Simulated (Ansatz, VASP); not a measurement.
CaSe: VASP beside Ansatz

File INCAR:

```
SYSTEM = CaSe
PREC = Accurate
ENCUT = 520
EDIFF = 1E-7
ISMEAR = 0
SIGMA = 0.05
LREAL = .False.
LASPH = .True.
NELM = 100
ALGO = Normal
ISIF = 2
LWAVE = .False.
LCHARG = .False.
GGA = PS
NBANDS = 15
```

Contents of KPOINTS:

```
Automatic mesh
0
Gamma
  10 10 10
  0 0 0
```

File POSCAR:

```
CaSe
1.0
    0.0000000000      2.9342653778      2.9342653778
    2.9342653778      0.0000000000      2.9342653778
    2.9342653778      2.9342653778      0.0000000000
Ca Se
1 1
Direct
    0.5000000000      0.5000000000      0.5000000000
   -0.0034080080      0.0034080080      0.0034080080
```

Input for Ansatz:

```yaml
crystal:
  lattice:
    - [0.0, 2.9342653778, 2.9342653778]
    - [2.9342653778, 0.0, 2.9342653778]
    - [2.9342653778, 2.9342653778, 0.0]
  atoms:
    - { symbol: Ca, position: [0.5, 0.5, 0.5] }
    - { symbol: Se, position: [-0.003408008, 0.003408008, 0.003408008] }
basis:
  ecutwfc: 420
  ecutrho_ratio: 4
kpoints:
  mp_grid: { grid: [10, 10, 10] }
hamiltonian:
  xc: pbesol
scf:
  occupations: { method: gaussian, width: 0.05 }
output:
  forces: true
  stress: true
  eigenvalues: true
```

Alike in both runs: task single point; functional PBEsol; k mesh 10 × 10 × 10; occupations gaussian, width 0.05 eV; no spin polarisation.

|  | VASP | Ansatz |
| --- | --- | --- |
| version | VASP 6.6.1 | Ansatz 0.2.0 |
| potentials or method | VASP PAW PBE potentials, release 64 (Ca_sv, Se) | scalar-relativistic, plane waves, PAW |
| plane-wave cutoff (eV) | 520 | 420 |
| valence electrons in the cell | 16 | 26 |

|  | VASP | Ansatz | Ansatz less VASP |
| --- | --- | --- | --- |
| gap on the k mesh at the Fermi level (eV) | 1.87 | 1.88 | +0.014 |
| least direct gap on the mesh (eV) | 2.84 | 2.85 | +0.012 |
| pressure (GPa) | 0.2 | 0.0 | -0.21 |
| rms of the force components (eV/Å) | 0.038 | 0.037 | -0.0006 |

Atom by atom the forces differ by 0.001 eV/Å (rms over components). The functional is the same, so the differences come from potentials, cutoffs and numerics. The two sets of potentials don't hold the same shells in valence.

Caveats: the PAW data sets were made with another functional, which shifts forces and pressure a little (VASP). A k mesh can miss the band edges.
